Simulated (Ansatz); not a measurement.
Results of HSE06 (plane waves, PAW; Ansatz, a first-principles code) for cubic perovskite LaAlO₃ (cubic high-temperature phase).

Run with plane-wave cutoff 460 eV, 6×6×6 k mesh, Fermi–Dirac smearing 0.01 eV, scalar-relativistic PAW data made under PBE.

Energies at three volumes about the minimum:

```json
[
 {"V (Å³/atom)": "10.492", "E − E_lowest (meV/atom)": "4.51"},
 {"V (Å³/atom)": "10.861", "E − E_lowest (meV/atom)": "0.00"},
 {"V (Å³/atom)": "11.030", "E − E_lowest (meV/atom)": "3.47"}
]
```

**Question.** Fit a parabola by hand: where is the minimum, what lattice constant follows, and what is the bulk modulus?

**Answer.** Slopes: (0.00 − 4.51)/(10.861 − 10.492) = -12.222 and (3.47 − 0.00)/(11.030 − 10.861) = 20.533 meV/Å³. Curvature E″ = 2 × (20.533 − (-12.222))/(11.030 − 10.492) = 121.766 meV/Å⁶. From the middle of the first interval, the slope vanishes at V0 = 10.6765 − (-12.222)/121.766 = 10.777 Å³/atom. B = V0 E″ = 10.777 × 121.766 meV/Å³ × 0.1602 GPa per meV/Å³ = 210 GPa. With 5 atoms in the cube, a = (5 × 10.777)^(1/3) = 3.777 Å. The full Birch–Murnaghan fit to all volumes gives V0 = 10.770 Å³/atom and B0 = 213 GPa.

Measured, for comparison: bulk modulus 215 ± 4 GPa (room temperature, not corrected to a static lattice, cubic phase above 14 GPa, extrapolated to zero pressure; as tabulated in Guennou et al. (2011), arXiv:1105.1276). Computed less measured: bulk modulus -0.9 % (inside the measured uncertainty).

Note: the relaxation could not lower the start's symmetry, so the cell can be a saddle point above a distorted one.
